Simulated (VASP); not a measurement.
Crystal: MoSe2.

```
Mo Se
1.0
     3.28800    0.00000    0.00000
    -1.64400    2.84749    0.00000
     0.00000    0.00000   12.90000
Mo Se
2 4
Direct
  0.66667 0.33333 0.75000
  0.33333 0.66667 0.25000
  0.66667 0.33333 0.37500
  0.33333 0.66667 0.87500
  0.66667 0.33333 0.12500
  0.33333 0.66667 0.62500
```

| Property | Result |
| --- | --- |
| Program | VASP 6.6.1 |
| Task | relaxation of cell and atoms |
| Functional | PW91 |
| Potentials or basis | VASP PAW PBE potentials, release 64 (Mo_sv, Se) |
| Cutoff | 600 eV |
| k mesh | 9 × 9 × 2 |
| Occupations | fermi-dirac, width 0.05 eV |
| Spin | no spin polarisation |

At the start: pressure 8.8 GPa; volume 20.13 Å³/atom.

Q: Where does the relaxation end?

A: Over 28 steps the energy falls by 44.1 meV/atom and the volume is 23.09 Å³/atom (+14.7 %); space group P6_3/mmc (No. 194, to 0.05 Å).

Step by step:
```tsv
step	energy change (eV)	largest force (eV/Å)	pressure (GPa)	volume (Å³)
1	0.0000	1.2018	8.81	120.78
2	0.5546	2.0032	-11.67	141.13
3	-0.2237	0.1636	-0.29	127.35
4	-0.2243	0.1120	0.06	127.05
5	-0.2242	0.0893	0.20	126.93
6	-0.2275	0.0938	0.21	127.18
7	-0.2350	0.1062	0.29	127.95
8	-0.2418	0.1299	0.48	129.45
9	-0.2443	0.1238	0.38	129.87
10	-0.2504	0.1057	0.12	131.11
11	-0.2564	0.0674	-0.35	133.63
12	-0.2566	0.0583	-0.45	134.21
13	-0.2582	0.0391	0.08	134.44
14	-0.2583	0.0510	0.14	134.46
15	-0.2600	0.0354	0.20	134.86
16	-0.2616	0.0016	0.37	135.78
17	-0.2621	0.0994	-0.29	137.13
18	-0.2623	0.0619	-0.04	136.62
19	-0.2632	0.0327	-0.08	137.17
20	-0.2633	0.0153	-0.11	137.51
21	-0.2634	0.0243	0.16	137.39
22	-0.2634	0.0122	0.07	137.43
23	-0.2636	0.0007	0.09	137.51
24	-0.2637	0.0135	0.11	137.61
25	-0.2638	0.0360	-0.03	137.94
26	-0.2638	0.0406	-0.07	138.02
27	-0.2640	0.0333	-0.05	138.15
28	-0.2643	0.0123	-0.03	138.53
```

Final structure:
```
Mo Se
1.0
     3.32986    0.00000    0.00000
    -1.66493    2.88374    0.00000
     0.00000    0.00000   14.42661
Mo Se
2 4
Direct
  0.66667 0.33333 0.75000
  0.33333 0.66667 0.25000
  0.66667 0.33333 0.36581
  0.33333 0.66667 0.86581
  0.66667 0.33333 0.13419
  0.33333 0.66667 0.63419
```

Caveat: the PAW data sets were made with another functional, which shifts forces and pressure a little; this functional lacks dispersion, which binds the layers, so the pressure and a relaxed spacing across them are unreliable; the volume moved by +15 % from the deposited cell, more than functionals usually miss.
